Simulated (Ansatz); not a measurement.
Runs of Ansatz 0.2.0 on P. The structure is orthorhombic, space group Cmce (No. 64). The conventional cell has a = 3.295 Å, b = 10.930 Å, c = 4.544 Å, α = 90.00°, β = 90.00°, γ = 90.00°. P (site symmetry m) is surrounded by 3 P at 2.20 to 2.25 Å. 

```csv
level,cutoff (eV),gap on the mesh (eV),pressure (GPa),largest force (eV/Å)
r2SCAN0,500,1.75,-0.8,0.17
r2SCAN,500,(b),0.8,0.09
HSE06,420,1.02,-0.1,0.14
BLYP,420,0.52,(a),0.46
RPBE,420,0.49,3.9,0.35
PBE,420,0.44,2.1,0.33
revPBE,420,0.48,3.4,0.35
PBEsol,420,0.37,-0.5,0.29
```

Alike in all rows: task projected density of states; potentials or basis Ansatz PAW; no spin polarisation; cell as given; k mesh 5 × 5 × 4; smearing fermi-dirac 0.05 eV.

Q: Estimate the missing entries.

A: (a) 6.5; (b) 0.57.

Caveats: odd divisions of the mesh miss points on the zone boundary, where band edges often lie, so the gap on the mesh can be too wide; the density of states is complete only up to the lowest level of the last band computed; the PAW data sets come from PBE, with cores solved anew for the run's functional, which leaves a small shift of forces and pressure (some runs); the thresholds are loose for stress (some runs).

A k mesh can miss the band edges.
